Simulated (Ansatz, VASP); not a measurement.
# Cross-check of Si26O19 (amorphous SiO2 against Si(100), +13 O) between VASP and Ansatz, part 2 of 2

Wanted: the spread between two codes on one cell, functional and k mesh. Of the first pair: The structure shown is the start of the Ansatz relaxation below; VASP solves that cell, so the two are compared at the walk's first step.

VASP 6.6.1 and Ansatz 0.2.0.

So far. Step 3 (VASP: single point, PBE, start cell, pair 1): The run ends at a pressure of -0.19 GPa, with forces up to 2.9 eV/Å.

## (5) Ansatz: relaxation, PBE

Level of this step: Ansatz beside VASP: Kohn-Sham DFT, plane waves, PBE (Ansatz).

This run makes the geometry at which the two programs are then compared.

The structure compared here is the end of the Ansatz relaxation.

Input file input.yaml:

```yaml
crystal:
  lattice:
    - [10.9, 0.0, 0.0]
    - [0.0, 10.9, 0.0]
    - [0.0, 0.0, 19.28266]
  atoms:
    - { symbol: Si, position: [0.00283, 0.00385, 0.25126] }
    - { symbol: Si, position: [0.11952, 0.11086, 0.01797] }
    - { symbol: Si, position: [0.99485, 0.25374, 0.0966] }
    - { symbol: Si, position: [0.12353, 0.37243, 0.17734] }
    - { symbol: Si, position: [0.24778, 0.00534, 0.10387] }
    - { symbol: Si, position: [0.36565, 0.13212, 0.18235] }
    - { symbol: Si, position: [0.24497, 0.25461, 0.25473] }
    - { symbol: Si, position: [0.40566, 0.40835, 0.03816] }
    - { symbol: Si, position: [0.12493, 0.12806, 0.32637] }
    - { symbol: Si, position: [0.9956, 0.24818, 0.39982] }
    - { symbol: Si, position: [0.08548, 0.4103, 0.47659] }
    - { symbol: Si, position: [0.24662, 0.99948, 0.39945] }
    - { symbol: Si, position: [0.38708, 0.10056, 0.48274] }
    - { symbol: Si, position: [0.37152, 0.37646, 0.32842] }
    - { symbol: Si, position: [0.00158, 0.49687, 0.25035] }
    - { symbol: Si, position: [0.10354, 0.61117, 0.01568] }
    - { symbol: Si, position: [0.00695, 0.74529, 0.10627] }
    - { symbol: Si, position: [0.12668, 0.87662, 0.17706] }
    - { symbol: Si, position: [0.24846, 0.50398, 0.10894] }
    - { symbol: Si, position: [0.37819, 0.63114, 0.18137] }
    - { symbol: Si, position: [0.25126, 0.75451, 0.24954] }
    - { symbol: Si, position: [0.39563, 0.90001, 0.03082] }
    - { symbol: Si, position: [0.13194, 0.62158, 0.31681] }
    - { symbol: Si, position: [0.00463, 0.73959, 0.38498] }
    - { symbol: Si, position: [0.1022, 0.87678, 0.45553] }
    - { symbol: Si, position: [0.24539, 0.50859, 0.39923] }
    - { symbol: Si, position: [0.36923, 0.65085, 0.46295] }
    - { symbol: Si, position: [0.36978, 0.88111, 0.32211] }
    - { symbol: Si, position: [0.4935, 0.00616, 0.25231] }
    - { symbol: Si, position: [0.59064, 0.09511, 0.06597] }
[... 99 atom lines left out ...]
    - { symbol: O, position: [0.31237, 0.14844, 0.55119] }
    - { symbol: O, position: [0.69734, 0.65253, 0.97892] }
    - { symbol: O, position: [0.49836, 0.00198, 0.50862] }
    - { symbol: O, position: [0.80038, 0.40225, 0.95439] }
    - { symbol: O, position: [0.99669, 0.07209, 0.58821] }
    - { symbol: O, position: [0.97234, 0.97072, 0.47424] }
kpoints:
  mp_grid: { grid: [1, 1, 1] }
hamiltonian:
  xc: pbe
scf:
  occupations: { method: fermi_dirac, width: 0.025 }
output:
  forces: true
relax:
  f_tol: 0.08
  max_steps: 90
  cell: { fix: [a, b, alpha, beta, gamma] }
```

Started as:

```sh
ansatz run input.yaml --threads 4 --pin off --max-ram 8192MiB --backend cpu --events-out ev --progress --plain --runs-dir out
```

Numbers of over 12 decimals in the logs are rounded to 6 here.

Output:

```text
[...]
Crystal: 135 atoms, lattice volume = 2290.973 Å³
Basis set: ecut = 420 eV, 44681 PW (Γ), exchange–correlation on 150×150×270 points (8 copies of the dense FFT grid, shifted against one another)
Bands: 462, of which v1, the nominal top of the filled ones, is band 327 counted from 1 (326 counted from 0)
Symmetry: 1 space group operations
[...]
k-points: 1
[...]
SCF iter   1: F=—  HF=-81996.762030 eV  |F-HF|=—  |Δ(HF+E_count)|=         —  Δρ=5.63e-3  dr2=2.23e0  ethr=1.77e-3  ⟨swp⟩=6.0  Hψ=2226  notcnv=0  defer=93
[...]
- { symbol: O, position: [0.665260, 0.810773, 0.533968] }
    - { symbol: O, position: [0.028594, 0.349536, 0.899008] }
    - { symbol: O, position: [0.428059, 0.941464, 0.853290] }
    - { symbol: O, position: [0.101132, 0.913252, 0.834880] }
    - { symbol: O, position: [0.842634, 0.414912, 0.687326] }
    - { symbol: O, position: [0.773959, 0.631944, 0.617692] }
    - { symbol: O, position: [0.231982, 0.191128, 0.976015] }
[...]
- { symbol: O, position: [0.494914, -0.00646869, 0.499481] }
    - { symbol: O, position: [0.817756, 0.397138, 0.957967] }
    - { symbol: O, position: [0.979164, 0.069874, 0.587637] }
    - { symbol: O, position: [0.981336, 0.938991, 0.478122] }
```

## (6) VASP: single point, PBE, relaxed cell, pair 2

The same cell, functional, mesh and smearing now go to VASP, with its own data sets.

Input file INCAR:

```
SYSTEM = Si26O19
PREC = Accurate
ENCUT = 600
EDIFF = 1E-06
NELM = 120
ISMEAR = -1
SIGMA = 0.025
LREAL = Auto
ALGO = Normal
GGA = PE
NBANDS = 421
LORBIT = 11
LWAVE = .FALSE.
LCHARG = .FALSE.
ISIF = 2
LASPH = .TRUE.
GGA_COMPAT = .FALSE.
EFERMI = MIDGAP
```

Input file POSCAR:

```
Si26O19
1.0
   10.9000000000      0.0000000000      0.0000000000
    0.0000000000     10.9000000000      0.0000000000
    0.0000000000      0.0000000000     19.2651400000
Si O
78 57
Direct
    0.9958800000      0.0021500000      0.2507500000
    0.1277700000      0.1133100000      0.0191600000
    0.9925200000      0.2434700000      0.0892900000
    0.1193200000      0.3574900000      0.1718900000
    0.2450400000      0.0129400000      0.1085100000
    0.3665500000      0.1390100000      0.1813600000
    0.2417700000      0.2534000000      0.2563800000
    0.3964600000      0.4219200000      0.0388600000
    0.1237000000      0.1218700000      0.3271800000
    0.0072400000      0.2642300000      0.3926000000
    0.0873000000      0.4179300000      0.4693900000
    0.2392800000      0.9884800000      0.4004000000
    0.3820200000      0.0938100000      0.4778600000
    0.3681800000      0.3768100000      0.3315500000
    0.0001400000      0.4902600000      0.2416000000
    0.1119000000      0.6198800000      0.0240100000
    0.0016700000      0.7547900000      0.1037500000
    0.1231100000      0.8801700000      0.1777600000
    0.2358500000      0.5029700000      0.1091200000
    0.3726900000      0.6219800000      0.1770400000
    0.2520600000      0.7515900000      0.2446200000
    0.3864100000      0.9006300000      0.0422800000
    0.1359400000      0.6106000000      0.3070500000
    0.9895400000      0.7191500000      0.3652500000
    0.0898100000      0.8477200000      0.4400300000
    0.2418500000      0.5116500000      0.3991400000
    0.3678000000      0.6553200000      0.4612700000
    0.3614600000      0.8810700000      0.3210800000
    0.4837500000      0.0073300000      0.2538900000
    0.5955200000      0.1041200000      0.0532500000
[... 99 atom lines left out ...]
    0.3102700000      0.1525900000      0.5445800000
    0.7052400000      0.6529100000      0.9823200000
    0.4949100000      0.9935300000      0.4994800000
    0.8177600000      0.3971400000      0.9579700000
    0.9791600000      0.0698700000      0.5876400000
    0.9813400000      0.9389900000      0.4781200000
```

Input file KPOINTS:

```
Automatic mesh
0
Gamma
1 1 1
0 0 0
```

The projector-augmented-wave data sets are Si and O (PBE family, release 64).

Started as:

```sh
export OMP_NUM_THREADS=3
mpirun -np 1 vasp_gam
```

Output:

```text
[... set-up lines as in an earlier step ...]
 entering main loop
       N       E                     dE             d eps       ncg     rms          rms(c)
DAV:   1     0.568532431441E+04    0.56853E+04   -0.37119E+05   842   0.163E+03
DAV:   2    -0.336801167088E+03   -0.60221E+04   -0.57202E+04  1039   0.332E+02
DAV:   3    -0.988589847127E+03   -0.65179E+03   -0.64499E+03  1004   0.114E+02
DAV:   4    -0.100735792679E+04   -0.18768E+02   -0.18675E+02   988   0.208E+01
[...]
DAV:  19    -0.912004709392E+03    0.23126E-05   -0.39529E-05   948   0.113E-02    0.847E-03
DAV:  20    -0.912004704579E+03    0.48133E-05   -0.69936E-06   932   0.834E-03    0.454E-03
DAV:  21    -0.912004704267E+03    0.31192E-06   -0.90072E-06  1020   0.629E-03
   1 F= -.91200470E+03 E0= -.91200461E+03  d E =-.190134E-03
```

From OUTCAR (step 6):

```text
  FREE ENERGIE OF THE ION-ELECTRON SYSTEM (eV)
  ---------------------------------------------------
  free  energy   TOTEN  =      -912.0047042666 eV

  energy  without entropy=     -912.0045141330  energy(sigma->0) =     -912.00460920

[... 1 part as in an earlier step ...]
```

The run ends at a pressure of -0.10 GPa, with forces up to 0.18 eV/Å.

## (7) Side by side

What differs besides the data sets and the points named for the pairs above, as far as they apply: the cutoff is 420 eV in Ansatz and 600 eV in VASP (PREC = Accurate, projectors in real space). Total energies have different zeros and are not compared.

The two programs side by side:

```tsv
quantity	Ansatz	VASP	difference
pressure (GPa)	-0.04	-0.10	+0.06
gap on the k mesh (eV)	0.457	0.433	+0.024
```

Forces on 7 of the 135 atoms, those with the largest forces and the largest differences (eV/Å; atoms numbered as in POSCAR):

```tsv
atom	Ansatz x, y, z	VASP x, y, z
Si30	-0.010, -0.003, -0.008	-0.062, -0.002, 0.070
Si58	0.015, 0.000, -0.023	0.086, 0.025, -0.020
Si60	-0.050, 0.011, -0.011	-0.017, 0.078, -0.066
Si64	-0.004, -0.017, -0.016	-0.052, 0.023, -0.062
Si65	-0.003, 0.002, 0.007	-0.021, 0.011, 0.088
Si75	0.011, -0.007, 0.007	0.123, -0.054, 0.079
O125	-0.014, 0.009, -0.004	-0.155, 0.060, -0.077
```

The forces differ by 23 meV/Å r.m.s., which is 93.6 % of the r.m.s. force of 0.025 eV/Å (both taken over all components). A gap on the mesh is an upper bound, since the band edges may lie between its points.

## (8) Summary of results

```
r.m.s. force difference (single point, PBE, start cell, pair 1)   : 6.6 % of the r.m.s. force
r.m.s. force difference (single point, PBE, relaxed cell, pair 2) : 23 meV/Å
```

In words: The r.m.s. force difference is 6.6 % of the r.m.s. force (single point, PBE, start cell, pair 1), beyond the 3 % picked in this series as the mark of a large difference. What causes the difference of the single point, PBE, start cell, pair 1 pair stays open here. What causes the difference of the single point, PBE, relaxed cell, pair 2 pair stays open here. How closely two codes agree says nothing of how well the functional describes the real material.

[Lines on the potential files, build, host, timing and source positions are cut from VASP's logs without a mark.]

[Logs are printed without paths, hosts, clocks, repeated set-up lines and the standing remarks that a program may print on its own settings, such as how far it seeks lower states.]

[Hosts, paths, dates, database ids (printed as entryN), source tags and the programs' standing remarks are cut or masked in the printed files.]
